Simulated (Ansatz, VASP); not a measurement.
One calculation of Sb, two programs

```
Sb
1.0
    -1.87134    1.94152    1.87134
     1.87134   -1.94152    1.87134
     1.87134    1.94152   -1.87134
Sb
1
Direct
  0.00000 0.00000 0.00000
```

Change from the starting cell: strain +0.0375 x Voigt [0, 1, 0, 0, 0, 0], atoms carried along.

Alike in both runs: task single point; functional PBE; dispersion D3(BJ); k mesh 18 × 18 × 18; occupations gaussian, width 0.15 eV; no spin polarisation.

|  | VASP | Ansatz |
| --- | --- | --- |
| version | VASP 6.6.1 | Ansatz 0.2.0 |
| potentials or method | VASP PAW PBE potentials, release 64 (Sb) | scalar-relativistic, plane waves, PAW |
| plane-wave cutoff (eV) | 520 | 420 |
| valence electrons in the cell | 5 | 15 |

```csv
,VASP,Ansatz,Ansatz less VASP
gap on the k mesh at the Fermi level (eV),none,none,-
pressure (GPa),-3.1,-2.9,+0.13
largest component of the traceless stress (GPa),0.93,0.93,-0.003
```

A gap of «none» marks a metal or a gap that the smearing closes. The two sets of potentials don't hold the same shells in valence.

Caveats: pairwise dispersion overbinds metals, which lowers pressure and volume. The runs have no spin-orbit coupling, so splittings on Sb are missing.
